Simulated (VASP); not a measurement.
# HfB: restarted molecular dynamics, 2 variants

HfB, Fm-3m (no. 225), 8 atoms in the cell. PBE, molecular dynamics; PAW potentials Hf, B (PBE set).

| Restart from | Temperature at the end (K) | The same without a restart (K) | Potential energy at the end (eV/atom) | The same without a restart (eV/atom) | Electronic steps in the first step after the restart | Time (s) |
|---|---|---|---|---|---|---|
| CONTCAR with velocities, WAVECAR read | 442.0 | 442.0 | -8.44613 | -8.44613 | 4 | 192 |
| CONTCAR with velocities, no WAVECAR | 442.0 | 442.0 | -8.44613 | -8.44613 | 17 | 205 |

Limits: 60 fs of 8 atoms are too short for converged averages; the cell is only 4.6 Å across, so each atom moves in step with near copies of itself.

## Input of the first row

INCAR.step1:
```
  GGA = PE
  PREC = Normal
  ENCUT = 320
  EDIFF = 1E-6
  NELMIN = 4
  NELM = 60
  ALGO = Fast
  LREAL = Auto
  LASPH = True
  ISMEAR = -1
  SIGMA = 0.05
  ISYM = 0
  LWAVE = True
  LCHARG = False
  IBRION = 0
  NSW = 30
  POTIM = 1.0
  TEBEG = 1000
  ISIF = 2
  RANDOM_SEED = 142914 0 0
  MDALGO = 1
  ANDERSEN_PROB = 0.0
  KPAR = 2
```

INCAR.step2, as INCAR.step1 but for:
```
- LWAVE = True
+ LWAVE = False
```

KPOINTS:
```
k-points
0
Gamma
  3 3 3
```

POSCAR.step1:
```
HfB
1.0
    4.6200000000      0.0000000000      0.0000000000
    0.0000000000      4.6200000000      0.0000000000
    0.0000000000      0.0000000000      4.6200000000
Hf B
4 4
Direct
    0.5000000000      0.0000000000      0.0000000000
    0.5000000000      0.5000000000      0.5000000000
    0.0000000000      0.0000000000      0.5000000000
    0.0000000000      0.5000000000      0.0000000000
    0.0000000000      0.0000000000      0.0000000000
    0.0000000000      0.5000000000      0.5000000000
    0.5000000000      0.0000000000      0.5000000000
    0.5000000000      0.5000000000      0.0000000000
```

Commands (each step's output is kept before the next begins):
```
cat potpaw_PBE.64/Hf/POTCAR potpaw_PBE.64/B/POTCAR > POTCAR
cp INCAR.step1 INCAR
cp POSCAR.step1 POSCAR
mpirun -np 2 vasp_std > vasp.out
cp CONTCAR POSCAR
cp INCAR.step2 INCAR
mpirun -np 2 vasp_std > vasp.out
```

Changes of the last row against the first:
```
(step 1)
- LWAVE = True
+ LWAVE = False
```

VASP 6.6.1 took 192 s on 2 cores (Intel Xeon Platinum 8259CL @ 2.50GHz (Skylake/Cascade Lake)), a shared host.
